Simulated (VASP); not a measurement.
Wanted: the native input for a VASP 6.6.1 run.

| Item | Value |
| --- | --- |
| Task | relaxation of cell and atoms |
| Functional | PBE |
| Potentials or basis | VASP PAW PBE potentials, release 64 (Co, O) |
| Cutoff | 600 eV |
| k mesh | 12 × 12 × 12 |
| Occupations | gaussian, width 0.03 eV |
| Spin | collinear spin, ferromagnetic start |
| Starting moments | [3.0, 0.0] μB |
| Hubbard terms | Co d U = 3.32 eV |
| Further INCAR settings | ALGO = Normal; EDIFF = 1e-06; AMIX = 0.2; BMIX = 0.0001; IBRION = 2; EDIFFG = -0.01; NSW = 90; ISIF = 3 |

The structure of CoO lies in POSCAR:

```
CoO
1.0
    0.0000000000      2.1315000000      2.1315000000
    2.1315000000      0.0000000000      2.1315000000
    2.1315000000      2.1315000000      0.0000000000
Co O
1 1
Direct
    0.0000000000      0.0000000000      0.0000000000
    0.5000000000      0.5000000000      0.5000000000
```

The cell was built by a generator and needn't be a form met in nature.

One way to write it, as run:

INCAR

```
SYSTEM = CoO
PREC = Accurate
ENCUT = 600
EDIFF = 1E-6
ISMEAR = 0
SIGMA = 0.03
LREAL = .FALSE.
LASPH = .TRUE.
NELM = 150
ALGO = Normal
ISIF = 3
LWAVE = .FALSE.
LCHARG = .FALSE.
ISPIN = 2
MAGMOM = 3 0
LORBIT = 11
LMAXMIX = 4
LDAU = .TRUE.
LDAUTYPE = 2
LDAUL = 2 -1
LDAUU = 3.32 0
LDAUJ = 0 0
LDAUPRINT = 1
GGA = PE
IBRION = 2
NSW = 90
EDIFFG = -0.01
AMIX = 0.2
BMIX = 1E-4
AMIX_MAG = 0.8
BMIX_MAG = 1E-4
```

KPOINTS

```
Automatic mesh
0
G
  12 12 12
  0 0 0
```

Potentials or basis: VASP PAW PBE potentials, release 64 (Co, O).

Launch:

```sh
$ cat potpaw_PBE.64/Co/POTCAR potpaw_PBE.64/O/POTCAR > POTCAR
$ mpirun -np 1 vasp_std > vasp.out
```

It gave:

| Quantity | Value |
| --- | --- |
| Relaxed volume | 9.55 Å³/atom |
| Relaxed cell | a = 3.001 Å, b = 3.001 Å, c = 3.001 Å, α = 60.00°, β = 60.00°, γ = 60.00° |
| Space group after relaxing (to 0.05 Å) | Fm-3m (No. 225) |
| Energy gained by relaxing | 1.0 meV/atom |
| Ionic steps | 3 |
| Pressure after relaxing | 0.0 GPa |
| Band gap on the k mesh | none (metal or under the smearing width) |
| Net moment | 3.00 μB per cell |
| Site moments | Co +2.73; O +0.26 μB |
| Valence electrons inside the program's atomic spheres | Co 7.82; O 5.00 |

Caveat: a cell with one magnetic atom can't hold antiferromagnetic order, which such compounds often take.

Run time: 49 s on 1 thread of Intel(R) Xeon(R) Platinum 8488C (Sapphire Rapids) (shared host), peak memory 0.18 GiB.
